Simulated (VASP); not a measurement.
# Sr (Fm-3m) in VASP: notebook, part 2 of 2

VASP 6.6.1. Earlier steps stand in the parts before.

## Step 5: Equation of state, PBE, 54.07 Å³/atom (volume scaled by 0.96)

INCAR reads:

```
  PREC = Accurate
  ENCUT = 520
  EDIFF = 1E-7
  ISMEAR = -1
  SIGMA = 0.05
  LREAL = F
  LASPH = T
  NELM = 100
  ALGO = Normal
  ISIF = 2
  LWAVE = F
  LCHARG = F
  GGA = PE
  NBANDS = 11
```

KPOINTS reads:

```
Automatic mesh
0
Gamma
  8 8 8
```

POSCAR reads:

```
Sr
1.0
    0.0000000000      3.0012321217      3.0012321217
    3.0012321217      0.0000000000      3.0012321217
    3.0012321217      3.0012321217      0.0000000000
Sr
1
Direct
    0.0000000000      0.0000000000      0.0000000000
```

On the command line:

```
$ cat potpaw_PBE.64/Sr_sv/POTCAR > POTCAR
$ mpirun -np 1 vasp_std > vasp.out
```

It took 10 s on 1 thread of Intel Xeon 6975P-C (Granite Rapids), shared host; peak memory 0.15 GiB.

It converged, with:

```
Free energy            : -1.6460 eV
Pressure               : 0.1 GPa
Band gap on the k mesh : none (metal or under the smearing width)
```

## Step 6: Equation of state, PBE, 55.19 Å³/atom (volume scaled by 0.98)

INCAR reads:

```
PREC     = Accurate       # precision mode
ENCUT    = 520            # plane-wave cutoff, eV
EDIFF    = 1E-7           # SCF threshold, eV
ISMEAR   = -1             # smearing method
SIGMA    = 0.05           # smearing width, eV
LREAL    = F              # projectors in reciprocal space
LASPH    = T              # aspherical terms in the spheres
NELM     = 100            # most SCF steps
ALGO     = Normal         # electronic algorithm
ISIF     = 2              # what is computed and relaxed
LWAVE    = F              # write WAVECAR
LCHARG   = F              # write CHGCAR
GGA      = PE             # functional
NBANDS   = 11             # bands
```

KPOINTS reads:

```
regular mesh
0
Gamma
  8 8 8
```

POSCAR reads:

```
Sr
1.0
    0.0000000000      3.0219309284      3.0219309284
    3.0219309284      0.0000000000      3.0219309284
    3.0219309284      3.0219309284      0.0000000000
Sr
1
Direct
    0.0000000000      0.0000000000      0.0000000000
```

Potentials or basis: VASP PAW PBE potentials, release 64 (Sr_sv).

On the command line:

```
$ cat potpaw_PBE.64/Sr_sv/POTCAR > POTCAR
$ mpirun -np 1 vasp_std > vasp.out
```

It took 11 s on 1 thread of Intel Xeon 6975P-C (Granite Rapids), shared host; peak memory 0.16 GiB.

It converged, with:

```yaml
Free_energy: -1.6462 eV
Pressure: -0.1 GPa
Band_gap_on_the_k_mesh: none (metal or under the smearing width)
```

## Step 7: Equation of state, PBE, 57.45 Å³/atom (volume scaled by 1.02)

INCAR reads:

```
SYSTEM = Sr
PREC     = Accurate       ! precision mode
ENCUT    = 520            ! plane-wave cutoff, eV
EDIFF    = 1E-7           ! SCF threshold, eV
ISMEAR   = -1             ! smearing method
SIGMA    = 0.05           ! smearing width, eV
LREAL    = .FALSE.        ! projectors in reciprocal space
LASPH    = .TRUE.         ! aspherical terms in the spheres
NELM     = 60             ! most SCF steps
ALGO     = Normal         ! electronic algorithm
ISIF     = 2              ! what is computed and relaxed
LWAVE    = .FALSE.        ! write WAVECAR
LCHARG   = .FALSE.        ! write CHGCAR
GGA      = PE             ! functional
NBANDS   = 11             ! bands
```

KPOINTS reads:

```
Automatic mesh
0
G
  8 8 8
  0 0 0
```

POSCAR reads:

```
Sr
1.0
    0.0000000000      3.0624986004      3.0624986004
    3.0624986004      0.0000000000      3.0624986004
    3.0624986004      3.0624986004      0.0000000000
Sr
1
Direct
    0.0000000000      0.0000000000      0.0000000000
```

On the command line:

```
$ cat potpaw_PBE.64/Sr_sv/POTCAR > POTCAR
$ mpirun -np 1 vasp_std > vasp.out
```

It took 10 s on 1 thread of Intel Xeon 6975P-C (Granite Rapids), shared host; peak memory 0.16 GiB.

Results (log left out):

* Free energy: -1.6418 eV
* Pressure: -0.5 GPa
* Band gap on the k mesh: none (metal or under the smearing width)

## Step 8: Equation of state, PBE, 58.57 Å³/atom (volume scaled by 1.04)

INCAR reads:

```
PREC = Accurate
ENCUT = 520
EDIFF = 1E-7
ISMEAR = -1
SIGMA = 0.05
LREAL = False
LASPH = True
NELM = 80
ALGO = Normal
ISIF = 2
LWAVE = False
LCHARG = False
GGA = PE
NBANDS = 11
```

KPOINTS reads:

```
Automatic mesh
0
Gamma
  8 8 8
```

POSCAR reads:

```
Sr
1.0
    0.0000000000      3.0823855122      3.0823855122
    3.0823855122      0.0000000000      3.0823855122
    3.0823855122      3.0823855122      0.0000000000
Sr
1
Direct
    0.0000000000      0.0000000000      0.0000000000
```

On the command line:

```
$ cat potpaw_PBE.64/Sr_sv/POTCAR > POTCAR
$ mpirun -np 1 vasp_std > vasp.out
```

Wall time 11 s (1 thread of Intel Xeon 6975P-C (Granite Rapids), shared host); peak memory 0.16 GiB.

The run converged. Its results:

```
Free energy            : -1.6376 eV
Pressure               : -0.7 GPa
Band gap on the k mesh : none (metal or under the smearing width)
```

## Step 9: Equation of state, PBE, 59.70 Å³/atom (volume scaled by 1.06)

INCAR reads:

```
PREC = Accurate
ENCUT = 520
EDIFF = 1E-7
ISMEAR = -1
SIGMA = 0.05
LREAL = F
LASPH = T
NELM = 60
ALGO = Normal
ISIF = 2
LWAVE = F
LCHARG = F
GGA = PE
NBANDS = 11
```

KPOINTS is that of step 8.

POSCAR reads:

```
Sr
1.0
    0.0000000000      3.1020190703      3.1020190703
    3.1020190703      0.0000000000      3.1020190703
    3.1020190703      3.1020190703      0.0000000000
Sr
1
Direct
    0.0000000000      0.0000000000      0.0000000000
```

Potentials or basis: VASP PAW PBE potentials, release 64 (Sr_sv).

On the command line:

```
$ cat potpaw_PBE.64/Sr_sv/POTCAR > POTCAR
$ mpirun -np 1 vasp_std > vasp.out
```

It took 13 s on 1 thread of Intel Xeon 6975P-C (Granite Rapids), shared host; peak memory 0.19 GiB.

Results (log left out):

```yaml
Free_energy: -1.6320 eV
Pressure: -0.9 GPa
Band_gap_on_the_k_mesh: none (metal or under the smearing width)
```

## Step 10: Equation of state, PBE

Potentials or basis: VASP PAW PBE potentials, release 64 (Sr_sv).

No new run: the results of the series are fitted here.

What came out:

| Item | Value |
| --- | --- |
| Equilibrium volume | 54.76 Å³/atom |
| Bulk modulus | 11.7 GPa |
| Pressure derivative of the bulk modulus | 3.4 |

Energy against volume, from the lowest point:
| volume (Å³/atom) | energy (meV/atom) |
| --- | --- |
| 52.940 | 2.18 |
| 54.067 | 0.20 |
| 55.193 | 0.00 |
| 56.319 | 1.44 |
| 57.446 | 4.35 |
| 58.572 | 8.64 |
| 59.698 | 14.18 |

## Step 11: Single point, PBEsol

INCAR reads:

```
SYSTEM = Sr
PREC = Accurate
ENCUT = 520
EDIFF = 1E-7
ISMEAR = -1
SIGMA = 0.05
LREAL = .FALSE.
LASPH = .TRUE.
NELM = 100
ALGO = Normal
ISIF = 2
LWAVE = .FALSE.
LCHARG = .FALSE.
GGA = PS
NBANDS = 11
```

KPOINTS reads:

```
regular mesh
0
G
  8 8 8
  0 0 0
```

POSCAR reads:

```
Sr
1.0
    0.0000000000      3.0423500000      3.0423500000
    3.0423500000      0.0000000000      3.0423500000
    3.0423500000      3.0423500000      0.0000000000
Sr
1
Direct
    0.0000000000      0.0000000000      0.0000000000
```

On the command line:

```
$ cat potpaw_PBE.64/Sr_sv/POTCAR > POTCAR
$ mpirun -np 1 vasp_std > vasp.out
```

Wall time 12 s (1 thread of Intel Xeon Platinum 8259CL at 2.50GHz (Skylake/Cascade Lake), shared host); peak memory 0.17 GiB.

Results (log left out):

* Free energy: -1.8358 eV
* Pressure: -0.9 GPa
* Band gap on the k mesh: none (metal or under the smearing width)

Levels at points of the mesh, in eV from the Fermi level:
| k point | band 1 | band 2 | band 3 | band 4 | band 5 | band 6 | band 7 | band 8 | band 9 | band 10 |
| --- | --- | --- | --- | --- | --- | --- | --- | --- | --- | --- |
| (0.00, 0.00, 0.00) | -36.57 | -18.47 | -18.47 | -18.47 | -3.60 | 2.33 | 2.33 | 2.33 | 3.76 | 3.76 |
| (0.50, 0.00, 0.00) | -36.55 | -18.65 | -18.50 | -18.50 | -1.10 | 0.07 | 2.18 | 2.18 | 4.78 | 4.78 |
| (0.50, 0.50, 0.00) | -36.55 | -18.64 | -18.54 | -18.54 | -0.60 | 0.38 | 1.02 | 4.79 | 5.08 | 5.08 |

Caveat: the PAW data sets were made with another functional, which shifts forces and pressure a little.

## Step 12: Equation of state, PBEsol, 52.94 Å³/atom (volume scaled by 0.94)

INCAR is that of step 11.

KPOINTS is that of step 11.

POSCAR reads:

```
Sr
1.0
    0.0000000000      2.9802437979      2.9802437979
    2.9802437979      0.0000000000      2.9802437979
    2.9802437979      2.9802437979      0.0000000000
Sr
1
Direct
    0.0000000000      0.0000000000      0.0000000000
```

Potentials or basis: VASP PAW PBE potentials, release 64 (Sr_sv).

On the command line:

```
$ cat potpaw_PBE.64/Sr_sv/POTCAR > POTCAR
$ mpirun -np 1 vasp_std > vasp.out
```

It took 12 s on 1 thread of Intel Xeon Platinum 8259CL at 2.50GHz (Skylake/Cascade Lake), shared host; peak memory 0.17 GiB.

Results (log left out):

```yaml
Free_energy: -1.8480 eV
Pressure: -0.2 GPa
Band_gap_on_the_k_mesh: none (metal or under the smearing width)
```

Caveat: the PAW data sets were made with another functional, which shifts forces and pressure a little.

## Step 13: Equation of state, PBEsol, 54.07 Å³/atom (volume scaled by 0.96)

INCAR is that of step 12.

KPOINTS is that of step 12.

POSCAR reads:

```
Sr
1.0
    0.0000000000      3.0012321217      3.0012321217
    3.0012321217      0.0000000000      3.0012321217
    3.0012321217      3.0012321217      0.0000000000
Sr
1
Direct
    0.0000000000      0.0000000000      0.0000000000
```

On the command line:

```
$ cat potpaw_PBE.64/Sr_sv/POTCAR > POTCAR
$ mpirun -np 1 vasp_std > vasp.out
```

Run time: 12 s. Hardware: 1 thread of Intel Xeon Platinum 8259CL at 2.50GHz (Skylake/Cascade Lake), shared host; peak memory 0.17 GiB.

Results (log left out):

```yaml
Free_energy: -1.8455 eV
Pressure: -0.5 GPa
Band_gap_on_the_k_mesh: none (metal or under the smearing width)
```

Caveat: the PAW data sets were made with another functional, which shifts forces and pressure a little.

## Step 14: Equation of state, PBEsol, 55.19 Å³/atom (volume scaled by 0.98)

INCAR is that of step 13.

KPOINTS is that of step 13.

POSCAR reads:

```
Sr
1.0
    0.0000000000      3.0219309284      3.0219309284
    3.0219309284      0.0000000000      3.0219309284
    3.0219309284      3.0219309284      0.0000000000
Sr
1
Direct
    0.0000000000      0.0000000000      0.0000000000
```

On the command line:

```
$ cat potpaw_PBE.64/Sr_sv/POTCAR > POTCAR
$ mpirun -np 1 vasp_std > vasp.out
```

It took 12 s on 1 thread of Intel Xeon Platinum 8259CL at 2.50GHz (Skylake/Cascade Lake), shared host; peak memory 0.17 GiB.

It converged, with:

- Free energy: -1.8414 eV
- Pressure: -0.7 GPa
- Band gap on the k mesh: none (metal or under the smearing width)

Caveat: the PAW data sets were made with another functional, which shifts forces and pressure a little.

## Step 15: Equation of state, PBEsol, 57.45 Å³/atom (volume scaled by 1.02)

INCAR is that of step 14.

KPOINTS is that of step 14.

POSCAR reads:

```
Sr
1.0
    0.0000000000      3.0624986004      3.0624986004
    3.0624986004      0.0000000000      3.0624986004
    3.0624986004      3.0624986004      0.0000000000
Sr
1
Direct
    0.0000000000      0.0000000000      0.0000000000
```

Potentials or basis: VASP PAW PBE potentials, release 64 (Sr_sv).

On the command line:

```
$ cat potpaw_PBE.64/Sr_sv/POTCAR > POTCAR
$ mpirun -np 1 vasp_std > vasp.out
```

Run time: 11 s. Hardware: 1 thread of Intel Xeon Platinum 8259CL at 2.50GHz (Skylake/Cascade Lake), shared host; peak memory 0.17 GiB.

It converged, with:

```yaml
Free_energy: -1.8290 eV
Pressure: -1.1 GPa
Band_gap_on_the_k_mesh: none (metal or under the smearing width)
```

Caveat: the PAW data sets were made with another functional, which shifts forces and pressure a little.

## Step 16: Equation of state, PBEsol, 58.57 Å³/atom (volume scaled by 1.04)

INCAR is that of step 15.

KPOINTS is that of step 15.

POSCAR reads:

```
Sr
1.0
    0.0000000000      3.0823855122      3.0823855122
    3.0823855122      0.0000000000      3.0823855122
    3.0823855122      3.0823855122      0.0000000000
Sr
1
Direct
    0.0000000000      0.0000000000      0.0000000000
```

On the command line:

```
$ cat potpaw_PBE.64/Sr_sv/POTCAR > POTCAR
$ mpirun -np 1 vasp_std > vasp.out
```

Run time: 11 s. Hardware: 1 thread of Intel Xeon Platinum 8259CL at 2.50GHz (Skylake/Cascade Lake), shared host; peak memory 0.17 GiB.

Results (log left out):

- Free energy: -1.8210 eV
- Pressure: -1.2 GPa
- Band gap on the k mesh: none (metal or under the smearing width)

Caveat: the PAW data sets were made with another functional, which shifts forces and pressure a little.

## Step 17: Equation of state, PBEsol, 59.70 Å³/atom (volume scaled by 1.06)

INCAR is that of step 16.

KPOINTS is that of step 16.

POSCAR reads:

```
Sr
1.0
    0.0000000000      3.1020190703      3.1020190703
    3.1020190703      0.0000000000      3.1020190703
    3.1020190703      3.1020190703      0.0000000000
Sr
1
Direct
    0.0000000000      0.0000000000      0.0000000000
```

On the command line:

```
$ cat potpaw_PBE.64/Sr_sv/POTCAR > POTCAR
$ mpirun -np 1 vasp_std > vasp.out
```

Run time: 17 s. Hardware: 1 thread of Intel Xeon Platinum 8259CL at 2.50GHz (Skylake/Cascade Lake), shared host; peak memory 0.2 GiB.

Results (log left out):

```yaml
Free_energy: -1.8118 eV
Pressure: -1.4 GPa
Band_gap_on_the_k_mesh: none (metal or under the smearing width)
```

Caveat: the PAW data sets were made with another functional, which shifts forces and pressure a little.

## Step 18: Single point, PBEsol (cell strained at random at fixed volume)

INCAR is that of step 17.

KPOINTS is that of step 17.

POSCAR reads:

```
Sr
1.0
    0.0661010000      3.0195770000      2.9652580000
    3.1346330000      0.0075260000      3.0238330000
    3.1289580000      3.0724770000      0.0132010000
Sr
1
Direct
   -0.0100020000     -0.0043330000      0.0149740000
```

Potentials or basis: VASP PAW PBE potentials, release 64 (Sr_sv).

On the command line:

```
$ cat potpaw_PBE.64/Sr_sv/POTCAR > POTCAR
$ mpirun -np 1 vasp_std > vasp.out
```

It took 99 s on 1 thread of Intel Xeon Platinum 8259CL at 2.50GHz (Skylake/Cascade Lake), shared host; peak memory 0.3 GiB.

It converged, with:

```yaml
Free_energy: -1.8327 eV
Pressure: -0.9 GPa
Band_gap_on_the_k_mesh: none (metal or under the smearing width)
```

Stress tensor (GPa, compression positive):
```
-1.00 -0.22 -0.28
-0.22 -0.86  0.19
-0.28  0.19 -0.78
```

Levels at points of the mesh, in eV from the Fermi level:
```
           k point  band 2  band 3  band 4  band 5  band 6  band 7  band 8  band 9
(0.00, 0.00, 0.00)  -18.47  -18.47  -18.47   -3.60    2.18    2.30    2.51    3.64
(0.50, 0.00, 0.00)  -18.66  -18.51  -18.50   -1.01    0.18    2.01    2.24    4.77
(0.00, 0.50, 0.00)  -18.65  -18.50  -18.49   -1.13    0.04    1.99    2.41    4.71
(0.50, 0.50, 0.00)  -18.64  -18.55  -18.54   -0.54    0.34    1.18    4.75    4.91
(0.00, 0.00, 0.50)  -18.65  -18.50  -18.49   -1.12    0.05    2.04    2.35    4.65
(0.50, 0.00, 0.50)  -18.64  -18.54  -18.53   -0.59    0.38    1.03    4.73    4.98
(0.00, 0.50, 0.50)  -18.64  -18.53  -18.53   -0.65    0.42    0.88    4.78    5.02
(0.50, 0.50, 0.50)  -18.65  -18.50  -18.49   -1.14    0.02    2.14    2.28    4.64
```

Caveat: the PAW data sets were made with another functional, which shifts forces and pressure a little.

## Step 19: Equation of state, PBEsol

This step only gathers the single runs of the series.

Results:

```
Equilibrium volume : 51.89 Å³/atom (rough: see the caveat)
Bulk modulus       : 12.4 GPa (rough)
```

Energy against volume, from the lowest point:
```csv
volume (Å³/atom),energy (meV/atom)
52.940,0.00
54.067,2.52
55.193,6.63
56.319,12.17
57.446,19.01
58.572,27.05
59.698,36.17
```

Caveat: the minimum lies outside the volumes run; the PAW data sets were made with another functional, which shifts forces and pressure a little.

## Step 20: Overview

```tsv
task	level	cell	ladder	gap on the mesh (eV)	pressure (GPa)
single point	PBE	as given	-	none	-0.3
single point	PBE	cell strained at random at fixed volume	-	none	-0.3
equation of state	PBE	as given	-	-	-
single point	PBEsol	as given	free	none	-0.9
single point	PBEsol	cell strained at random at fixed volume	free	none	-0.9
equation of state	PBEsol	as given	free	-	-
```

Alike in all rows: potentials or basis VASP PAW PBE potentials, release 64 (Sr_sv); no spin polarisation; k mesh 8 × 8 × 8; cutoff (eV) 520; smearing fermi-dirac 0.05 eV.

Caveats: the PAW data sets were made with another functional, which shifts forces and pressure a little (some runs); the minimum lies outside the volumes run (some runs).

Absolute energies hang on the potentials; compare differences alone.
